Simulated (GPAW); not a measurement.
# Cs (Fm-3m) in GPAW: a series of runs

The runs below take Cs through single point, with PBEsol, RPBE.

Everything below comes from runs of GPAW 26.7.0. Logs are shortened: lines on timing, memory, paths and dates and some standing lists are left out, and cuts for length are marked. The log counts tension as positive stress, the text compression.

## Step 1: The structure

It takes space group Fm-3m (No. 225, cubic). Conventional cell: a = 7.897 Å, b = 7.897 Å, c = 7.897 Å, α = 90.00°, β = 90.00°, γ = 90.00°.

This isn't the form of Cs at room conditions, which is bcc.

## Step 2: Single point, PBEsol

Contents of run.py:

```python
from ase.dft.bandgap import bandgap
from ase.io import read, write
from ase.units import GPa
from gpaw import GPAW, PW, setup_paths

setup_paths.insert(0, '.')

atoms = read('Cs.xyz')

calc = GPAW(mode=PW(600),
            xc='PBEsol',
            kpts={'size': (6, 6, 6), 'gamma': True},
            occupations={'name': 'methfessel-paxton', 'order': 0, 'width': 0.05},
            nbands=11,
            convergence={'density': 1e-05, 'energy': 1e-05},
            maxiter=150,
            txt='gpaw.txt')
atoms.calc = calc
energy = atoms.get_potential_energy()
forces = atoms.get_forces()
stress = atoms.get_stress()
calc.write('gs.gpw')
write('result.traj', atoms)
print(f'Energy: {energy:.6f} eV')
print('Forces (eV/A):')
print(forces.round(4))
print('Stress (GPa):', (stress / GPa).round(3))
print('Fermi level:', round(calc.get_fermi_level(), 4), 'eV')
print(f'Gap: {bandgap(calc)[0]:.4f} eV, direct: {bandgap(calc, direct=True)[0]:.4f} eV')
```

Contents of Cs.xyz:

```xyz
1
Lattice="0.0000000000 3.9483357400 3.9483357400 3.9483357400 0.0000000000 3.9483357400 3.9483357400 3.9483357400 0.0000000000" Properties=species:S:1:pos:R:3 pbc="T T T"
Cs     0.0000000000      0.0000000000      0.0000000000
```

Potentials or basis: PAW data sets generated in the run's folder for this functional, pw.

On the command line:

```
gpaw-setup -f PBEsol Cs
OMP_NUM_THREADS=1 python run.py
```

gpaw.txt:

```text
__  _  _
 | _ |_)|_||  |
 |__||  | ||/\| - 26.7.0

Input parameters:
  mode=PW(ecut=600.0),
  convergence={'density': 1e-05, 'energy': 1e-05},
  kpts=MonkhorstPack(size=(6, 6, 6), gamma=True),
  maxiter=150,
  nbands=11,
  occupations=Occupations(name='methfessel-paxton', order=0, width=0.05),
  xc=XC(name='PBEsol')

Diagonalizing LCAO Hamiltonian
Converting LCAO to pw mode

       Cs

Atoms  # Å, Bohr magnetons
|   | symbol |        x |        y |        z |    initial magnetic moments |
|---|--------|----------|----------|----------|-----------------------------|
| 0 |     Cs | 0.000000 | 0.000000 | 0.000000 | ( 0.0000,  0.0000,  0.0000) |

Unit cell  # Å
| periodic |        x |        y |        z |  lengths |    angles |
|----------|----------|----------|----------|----------|-----------|
|      yes | 0.000000 | 3.948336 | 3.948336 | 5.583790 | 60.000000 |
|      yes | 3.948336 | 0.000000 | 3.948336 | 5.583790 | 60.000000 |
|      yes | 3.948336 | 3.948336 | 0.000000 | 5.583790 | 60.000000 |

Number of symmetries: 48
Symmetry operations  # r_c * U_cc + t_c -> r_c
|    | kind |            matrix            |
|----|------|------------------------------|
|  0 |  σ   |  1, 0, 0,  1, 0,-1,  1,-1, 0 |
|  1 |  C2  |  1, 0, 0,  1,-1, 0,  1, 0,-1 |
|  2 |  E   |  1, 0, 0,  0, 1, 0,  0, 0, 1 |
|  3 |  σ   |  1, 0, 0,  0, 0, 1,  0, 1, 0 |
|  4 |  C4  |  1, 0,-1,  1, 0, 0,  1,-1, 0 |
|  5 |  S6  |  1, 0,-1,  1,-1, 0,  1, 0, 0 |
|  6 |  σ   |  1, 0,-1,  0, 1,-1,  0, 0,-1 |
|  7 |  C3  |  1, 0,-1,  0, 0,-1,  0, 1,-1 |
|  8 |  S6  |  1,-1, 0,  1, 0, 0,  1, 0,-1 |
|  9 |  C4  |  1,-1, 0,  1, 0,-1,  1, 0, 0 |
| 10 |  C3  |  1,-1, 0,  0,-1, 1,  0,-1, 0 |
| 11 |  σ   |  1,-1, 0,  0,-1, 0,  0,-1, 1 |
| 12 |  σ   |  0, 1, 0,  1, 0, 0,  0, 0, 1 |
| 13 |  C4  |  0, 1, 0,  0, 1,-1, -1, 1, 0 |
| 14 |  C3  |  0, 1, 0,  0, 0, 1,  1, 0, 0 |
| 15 |  S6  |  0, 1, 0, -1, 1, 0,  0, 1,-1 |
| 16 |  C2  |  0, 1,-1,  1, 0,-1,  0, 0,-1 |
| 17 |  σ   |  0, 1,-1,  0, 1, 0, -1, 1, 0 |
| 18 |  S4  |  0, 1,-1,  0, 0,-1,  1, 0,-1 |
| 19 |  C4  |  0, 1,-1, -1, 1, 0,  0, 1, 0 |
| 20 |  C3  |  0, 0, 1,  1, 0, 0,  0, 1, 0 |
| 21 |  σ   |  0, 0, 1,  0, 1, 0,  1, 0, 0 |
| 22 |  S6  |  0, 0, 1,  0,-1, 1, -1, 0, 1 |
| 23 |  C4  |  0, 0, 1, -1, 0, 1,  0,-1, 1 |
| 24 |  S4  |  0, 0,-1,  1, 0,-1,  0, 1,-1 |
| 25 |  C3  |  0, 0,-1,  0, 1,-1,  1, 0,-1 |
| 26 |  C2  |  0, 0,-1,  0,-1, 0, -1, 0, 0 |
| 27 |  S6  |  0, 0,-1, -1, 0, 0,  0,-1, 0 |
| 28 |  S4  |  0,-1, 1,  1,-1, 0,  0,-1, 0 |
| 29 |  C4  |  0,-1, 1,  0, 0, 1, -1, 0, 1 |
| 30 |  C2  |  0,-1, 1,  0,-1, 0,  1,-1, 0 |
| 31 |  σ   |  0,-1, 1, -1, 0, 1,  0, 0, 1 |
| 32 |  C3  |  0,-1, 0,  1,-1, 0,  0,-1, 1 |
| 33 |  S6  |  0,-1, 0,  0, 0,-1, -1, 0, 0 |
| 34 |  S4  |  0,-1, 0,  0,-1, 1,  1,-1, 0 |
| 35 |  C2  |  0,-1, 0, -1, 0, 0,  0, 0,-1 |
| 36 |  C2  | -1, 1, 0,  0, 1, 0,  0, 1,-1 |
| 37 |  S6  | -1, 1, 0,  0, 1,-1,  0, 1, 0 |
| 38 |  S4  | -1, 1, 0, -1, 0, 1, -1, 0, 0 |
| 39 |  C3  | -1, 1, 0, -1, 0, 0, -1, 0, 1 |
| 40 |  S6  | -1, 0, 1,  0, 0, 1,  0,-1, 1 |
| 41 |  C2  | -1, 0, 1,  0,-1, 1,  0, 0, 1 |
| 42 |  C3  | -1, 0, 1, -1, 1, 0, -1, 0, 0 |
| 43 |  S4  | -1, 0, 1, -1, 0, 0, -1, 1, 0 |
| 44 |  C2  | -1, 0, 0,  0, 0,-1,  0,-1, 0 |
| 45 |  i   | -1, 0, 0,  0,-1, 0,  0, 0,-1 |
| 46 |  σ   | -1, 0, 0, -1, 1, 0, -1, 0, 1 |
| 47 |  C2  | -1, 0, 0, -1, 0, 1, -1, 1, 0 |

BZ-sampling:
  Number of BZ points: 216
  Number of IBZ points: 16

  Monkhorst-Pack size: [6, 6, 6]
  Monkhorst-Pack shift: [0.08333333333333333, 0.08333333333333333, 0.08333333333333333]

K-points  # in reciprocal-cell coordinates
|     |                                coordinates |     weight |
|-----|--------------------------------------------|------------|
|   0 | (  0.00000000,   0.00000000,   0.00000000) | 0.00462963 |
|   1 | (  0.16666667,   0.16666667,   0.00000000) | 0.02777778 |
|   2 | (  0.16666667,   0.16666667,   0.16666667) | 0.03703704 |
|   3 | (  0.33333333,   0.16666667,   0.16666667) | 0.05555556 |
|   4 | (  0.33333333,   0.33333333,  -0.33333333) | 0.05555556 |
|   5 | (  0.33333333,   0.33333333,   0.00000000) | 0.02777778 |
|   6 | (  0.33333333,   0.33333333,   0.16666667) | 0.11111111 |
|   7 | (  0.33333333,   0.33333333,   0.33333333) | 0.03703704 |
|   8 | (  0.50000000,   0.33333333,  -0.33333333) | 0.11111111 |
|   9 | (  0.50000000,   0.33333333,  -0.16666667) | 0.05555556 |
| ... |                                            |            |
|  15 | (  0.50000000,   0.50000000,   0.50000000) | 0.01851852 |

Plane wave coefficients: 4128
Cutoff: 600.0 eV

Spin-components: 1 (collinear spins)
Bands:           11
Projectors:      5
Spin-degeneracy: 2
Datatype:        complex128

Parallelization:
  kpt:    1
  domain: 1
  band:   1

Density:
  Valence electrons: 9.0
  Components: 1
  Grid points: [32 32 32]
  Charge: 0.0  # |e|

Potential:
  Grid points: [32 32 32]

species:
  Cs:
    name:    Caesium
    Z:       55.0
    valence: 9
    core:    46
    charge:  0.0  # [|e|]
    compensation charges:
      type: gauss
      rc: 0.33  # [Å]
      lmax: 2
    cutoffs:
      filter: 2.06  # [Å]
      core: 2.51  # [Å]
    projectors
    | kind |    occ | energy [eV] | rcut [Å] |
    |------|--------|-------------|----------|
    |   5s |  2.000 |     -26.762 |    1.164 |
    |   6s |  1.000 |      -2.083 |    1.164 |
    |   5p |  6.000 |     -13.550 |    1.058 |
    |    p |        |      13.661 |    1.058 |
    |    d |        |       0.000 |    1.058 |

    Using partial waves for Cs as LCAO basis

Reference energy: -211715.069452  # eV

eigensolver:
  PPCG
  Converge bands: occupied
  niter=2

density mixing:
  MSR1-Mixer
  Pratt-step length: 0.05
  Maximum mixing coefficient: 0.75
  Old densities: 10
  SVD Regularization: 0.005
  Good broyden scale: 1.0
  Trust region scale: 1.0
  Backstep threshold: 4.0
  History deletion threshold: 6.0
  Fourier metric: weight=20.0, sigma=0.015

occupation numbers:
  Methfessel-Paxton:
    width: 0.0500  # eV
    order: 0

poisson solver:
  ecut: 4800.0  # eV

xc functional:
  name: PBEsol with 2 nearest neighbor stencil

convergence criteria:
- Maximum integral of absolute [dens]ity change: 1e-05 electrons / valence electron
- Maximum [total energy] change in last 3 cyles: 1e-05 eV / valence electron
- Maximum integral of absolute [eigenst]ate change: 4e-08 eV^2 / valence electron
maximum number of iterations: 150

SCF iterations
|iter     | |      energy | eigst |  dens |
|---------|-|-------------|-------|-------|
|iter:   1| |   -1.264226 | -0.60 |       |
|iter:   2| |   -1.220144 | -2.24 | -1.03 |
|iter:   3| |   -0.906375 | -1.70 | -1.07 |
|iter:   4| |   -0.894040 | -2.92 | -1.67 |
|iter:   5| |   -0.893406 | -3.94 | -2.02 |
|iter:   6| |   -0.893418 | -5.26 | -2.99 |
|iter:   7| |   -0.893421c| -6.33 | -3.36 |
|iter:   8| |   -0.893421c| -7.48c| -4.75 |
|iter:   9| |   -0.893421c| -8.06c| -5.26c|

Converged in 9 steps
Energy contributions relative to reference atoms: (reference = -211715.069452)

Energy contributions:
  Kinetic:           0.189320
  Coulomb:          -0.113635
  Zero:             -0.012259
  External:          0.000000
  Xc:               -0.955454
  Entropy:          -0.002788
  Spinorbit:         0.000000
  ----------------------------
  Free energy:      -0.894814
  Extrapolated:     -0.893421

dipole moment: (-44.506964, -44.506964, -44.506964)  # |e|*Ang

Fermi level: 1.585
Eigenvalues  # (at kpt = [0.000, 0.000, 0.000])
| band index |      eig [eV] | occ [0-2] |
|------------|---------------|-----------|
|          0 |       -22.245 |     2.000 |
|          1 |        -8.999 |     2.000 |
|          2 |        -8.999 |     2.000 |
|          3 |        -8.999 |     2.000 |
|          4 |         0.016 |     2.000 |
|          5 |         4.048 |     0.000 |
|          6 |         4.048 |     0.000 |
|          7 |         4.048 |     0.000 |
|          8 |         5.077 |     0.000 |
|          9 |         5.077 |     0.000 |
|         10 |         6.361 |     0.000 |

No gap
No difference between direct/indirect transitions

Forces  # eV/Ang
|       x |        y |       z |
|---------|----------|---------|
| 0.00000 | -0.00000 | 0.00000 |  # Cs   0

Stress tensor  # eV/Ang^3
|        x |        y |        z |
|----------|----------|----------|
| 0.001121 | 0.000000 | 0.000000 |
| 0.000000 | 0.001121 | 0.000000 |
| 0.000000 | 0.000000 | 0.001121 |

# Writing to gs.gpw (mode='')
```

Run time: 13 s. Hardware: 1 thread of Arm Neoverse V1, shared host; peak memory 0.18 GiB.

Results:

* Free energy: -0.8948 eV
* Pressure: -0.2 GPa
* Band gap on the k mesh: none (metal or under the smearing width)

Spin-orbit coupling is left out, which matters for the levels of Cs.

## Step 3: Single point, RPBE

Contents of run.py:

```python
from ase import Atoms
from ase.dft.bandgap import bandgap
from ase.io import write
from ase.units import Bohr, GPa
from gpaw import GPAW, PW
from gpaw.elf import elf_from_dft_calculation

atoms = Atoms(['Cs'],
              cell=[[0.0, 3.94833574, 3.94833574],
                    [3.94833574, 0.0, 3.94833574],
                    [3.94833574, 3.94833574, 0.0]],
              scaled_positions=[[0.0, 0.0, 0.0]],
              pbc=True)

calc = GPAW(mode=PW(600),
            xc='RPBE',
            kpts={'size': (6, 6, 6), 'gamma': True},
            occupations={'name': 'methfessel-paxton', 'order': 0, 'width': 0.02},
            nbands=11,
            convergence={'density': 1e-05, 'energy': 1e-05},
            maxiter=150,
            txt='gpaw.txt')
atoms.calc = calc
energy = atoms.get_potential_energy()
forces = atoms.get_forces()
stress = atoms.get_stress()
calc.write('gs.gpw')
write('result.traj', atoms)
print(f'Energy: {energy:.6f} eV')
print('Forces (eV/A):')
print(forces.round(4))
print('Stress (GPa):', (stress / GPa).round(3))
print('Fermi level:', round(calc.get_fermi_level(), 4), 'eV')
print(f'Gap: {bandgap(calc)[0]:.4f} eV, direct: {bandgap(calc, direct=True)[0]:.4f} eV')

# fields on the real-space grid
write('density.cube', atoms, data=calc.get_pseudo_density() * Bohr**3)
write('potential.cube', atoms, data=calc.get_electrostatic_potential())
write('elf.cube', atoms, data=elf_from_dft_calculation(calc).data)
```

Potentials or basis: the program's PAW data sets (release 1.2.1) made for this functional, pw.

On the command line:

```
OMP_NUM_THREADS=1 python run.py
```

Wall time 12 s (1 thread of Arm Neoverse V1, shared host); peak memory 0.18 GiB.

The run converged. Its results:

| Quantity | Value |
| --- | --- |
| Free energy | -0.6990 eV |
| Pressure | 0.2 GPa |
| Band gap on the k mesh | none (metal or under the smearing width) |

Levels at points of the mesh, in eV from the Fermi level:
```csv
k point,band 1,band 2,band 3,band 4,band 5,band 6,band 7
"(0.00, 0.00, 0.00)",-23.87,-10.67,-10.67,-10.67,-1.54,2.50,2.50
"(0.50, 0.50, 0.00)",-23.86,-10.77,-10.71,-10.71,0.36,1.14,1.37
"(0.50, 0.50, 0.50)",-23.86,-10.77,-10.69,-10.69,0.08,0.72,2.35
```

## Step 4: Single point, PBEsol

Contents of run.py:

```python
from ase.dft.bandgap import bandgap
from ase.io import read, write
from ase.units import GPa
from gpaw import GPAW, PW, setup_paths

setup_paths.insert(0, '.')

atoms = read('POSCAR')

calc = GPAW(mode=PW(600),
            xc='PBEsol',
            kpts={'size': (6, 6, 6), 'gamma': True},
            occupations={'name': 'methfessel-paxton', 'order': 0, 'width': 0.1},
            nbands=11,
            convergence={'density': 1e-05, 'energy': 1e-05},
            maxiter=150,
            txt='gpaw.txt')
atoms.calc = calc
energy = atoms.get_potential_energy()
forces = atoms.get_forces()
stress = atoms.get_stress()
calc.write('gs.gpw')
write('result.traj', atoms)
print(f'Energy: {energy:.6f} eV')
print('Forces (eV/A):')
print(forces.round(4))
print('Stress (GPa):', (stress / GPa).round(3))
print('Fermi level:', round(calc.get_fermi_level(), 4), 'eV')
print(f'Gap: {bandgap(calc)[0]:.4f} eV, direct: {bandgap(calc, direct=True)[0]:.4f} eV')
```

Contents of POSCAR:

```
Cs
1.0
    0.0000000000      3.9483357400      3.9483357400
    3.9483357400      0.0000000000      3.9483357400
    3.9483357400      3.9483357400      0.0000000000
Cs
1
Direct
    0.0000000000      0.0000000000      0.0000000000
```

Potentials or basis: PAW data sets generated in the run's folder for this functional, pw.

On the command line:

```
gpaw-setup -f PBEsol Cs
OMP_NUM_THREADS=1 python run.py
```

Run time: 13 s. Hardware: 1 thread of Arm Neoverse V1, shared host; peak memory 0.18 GiB.

The run converged. Its results:

| Property | Result |
| --- | --- |
| Free energy | -0.8982 eV |
| Pressure | -0.2 GPa |
| Band gap on the k mesh | none (metal or under the smearing width) |

Levels at points of the mesh, in eV from the Fermi level:
| k point | band 3 | band 4 | band 5 | band 6 | band 7 |
| --- | --- | --- | --- | --- | --- |
| (0.00, 0.00, 0.00) | -10.60 | -10.60 | -1.58 | 2.45 | 2.45 |
| (0.50, 0.50, 0.00) | -10.64 | -10.64 | 0.35 | 1.11 | 1.35 |
| (0.50, 0.50, 0.50) | -10.61 | -10.61 | 0.02 | 0.73 | 2.31 |

Spin-orbit coupling is left out, which matters for the levels of Cs.

## Step 5: Overview

| level | potentials or basis | smearing | gap on the mesh (eV) | pressure (GPa) |
| --- | --- | --- | --- | --- |
| PBEsol | PAW data sets generated in the run's folder for this functional, pw | gaussian 0.05 eV | none | -0.2 |
| RPBE | the program's PAW data sets (release 1.2.1) made for this functional, pw | gaussian 0.02 eV | none | 0.2 |
| PBEsol | PAW data sets generated in the run's folder for this functional, pw | gaussian 0.1 eV | none | -0.2 |

Alike in all rows: task single point; no spin polarisation; cell as given; k mesh 6 × 6 × 6; cutoff (eV) 600.

Absolute energies hang on the potentials; compare differences alone.
